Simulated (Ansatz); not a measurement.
MgF2 (Sellaite):

```
Mg F
1.0
     4.62500    0.00000    0.00000
     0.00000    4.62500    0.00000
     0.00000    0.00000    3.05200
Mg F
2 4
Cartesian
  2.3125 2.3125 1.5260
  0.0000 0.0000 0.0000
  3.7139 0.9111 1.5260
  3.2236 3.2236 0.0000
  0.9111 3.7139 1.5260
  1.4014 1.4014 0.0000
```

Base run:

| Quantity | Value |
| --- | --- |
| Program | Ansatz 0.2.0 |
| Functional | PBE |
| Potentials or basis | Ansatz PAW |
| Cutoff | 420 eV (not typed: the program's choice for these potentials) |
| k mesh | 6 × 6 × 9 |
| Occupations | fermi-dirac, width 0.05 eV |
| Spin | no spin polarisation |

Its results: band gap on the k mesh 7.13 eV, direct; pressure 4.5 GPa; largest force 0.023 eV/Å.

The run is repeated on the same cell with these changes: functional from PBE to BLYP. What comes out?

Band gap on the k mesh 7.25 eV, direct; pressure 5.7 GPa; largest force 0.041 eV/Å.

BLYP binds less tightly than PBE, so the same cell stands under more pressure.

Caveats: the PAW data sets come from PBE, with cores solved anew for the run's functional, which leaves a small shift of forces and pressure (some runs).
